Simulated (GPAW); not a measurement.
ZrSe2:

```
Zr Se
1.0
     3.79800    0.00000    0.00000
    -1.89900    3.28916    0.00000
     0.00000    0.00000    6.19200
Zr Se
1 2
Cartesian
  0.0000 0.0000 0.0000
  1.8990 1.0964 4.6440
  0.0000 2.1928 1.5480
```

* Program: GPAW 26.7.0
* Task: single point
* Functional: PBE
* Potentials or basis: GPAW PAW data sets (gpaw-data 1.2.1)
* Cutoff: 600 eV
* Basis: pw
* k mesh: 8 × 8 × 5
* Occupations: fermi-dirac, width 0.05 eV
* Spin: no spin polarisation

On this cell: pressure 1.7 GPa; largest force 0.259 eV/Å; band gap on the k mesh 0.41 eV, indirect (least direct gap 1.05 eV).

The same run follows on a disturbed copy (atoms moved at random, drawn with an rms of 0.05 Å):

```
Zr Se
1.0
     3.79800    0.00000    0.00000
    -1.89900    3.28916    0.00000
     0.00000    0.00000    6.19200
Zr Se
1 2
Direct
  0.00943 0.99966 0.99984
  0.66955 0.32722 0.74845
  0.33833 0.67539 0.25180
```

Q: What changes?

A: The energy moves by +0.3 meV/atom; pressure 1.3 GPa; largest force 0.242 eV/Å; band gap on the k mesh 0.36 eV, indirect (least direct gap 1.03 eV).

Forces on the atoms (eV/Å):
```
Zr  -0.066  0.013  0.011
Se  -0.032  0.142 -0.168
Se   0.098 -0.156  0.156
```

Stress tensor (GPa, compression positive):
```
 1.10 -0.14  0.41
-0.14  0.43 -0.93
 0.41 -0.93  2.32
```

Caveats: an odd mesh through Γ misses points on the zone boundary, where band edges often lie; this functional lacks dispersion, which binds the layers, so the pressure and a relaxed spacing across them are unreliable (some runs).
